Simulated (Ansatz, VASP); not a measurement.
# Two plane-wave programs on Ge

```
Ge
1.0
     0.00000    2.88574    5.11566
     2.63050    0.00000    5.11566
     2.63050    2.88574    0.00000
Ge
4
Direct
  0.72649 0.27351 0.72649
  0.27351 0.72649 0.27351
  0.21813 0.21813 0.78187
  0.78187 0.78187 0.21813
```

This isn't the form of Ge at room conditions, which is diamond.

Alike in both runs: task band structure; functional revPBE; k mesh 5 × 5 × 5; occupations fermi-dirac, width 0.05 eV; no spin polarisation.

|  | VASP | Ansatz |
| --- | --- | --- |
| version | VASP 6.6.1 | Ansatz 0.2.0 |
| potentials or method | VASP PAW PBE potentials, release 64 (Ge_d) | Ansatz PAW |
| plane-wave cutoff (eV) | 520 | 420 |
| valence electrons in the cell | 56 | 56 |

|  | VASP | Ansatz | Ansatz less VASP |
| --- | --- | --- | --- |
| gap on the k mesh at the Fermi level (eV) | none | none | - |
| pressure (GPa) | 1.0 | 1.0 | 0.00 |
| largest component of the traceless stress (GPa) | 0.34 | 0.34 | +0.005 |
| rms of the force components (eV/Å) | 0.034 | 0.034 | -0.0004 |

Atom by atom the forces differ by 0.001 eV/Å (rms over components). A gap of «none» marks a metal or a gap that the smearing closes. With one functional, cell and mesh, what is left measures potentials, basis and numerics.

Caveats: the PAW data sets were made with another functional, which shifts forces and pressure a little (VASP); the PAW data sets come from PBE, with cores solved anew for the run's functional, which leaves a small shift of forces and pressure (Ansatz).
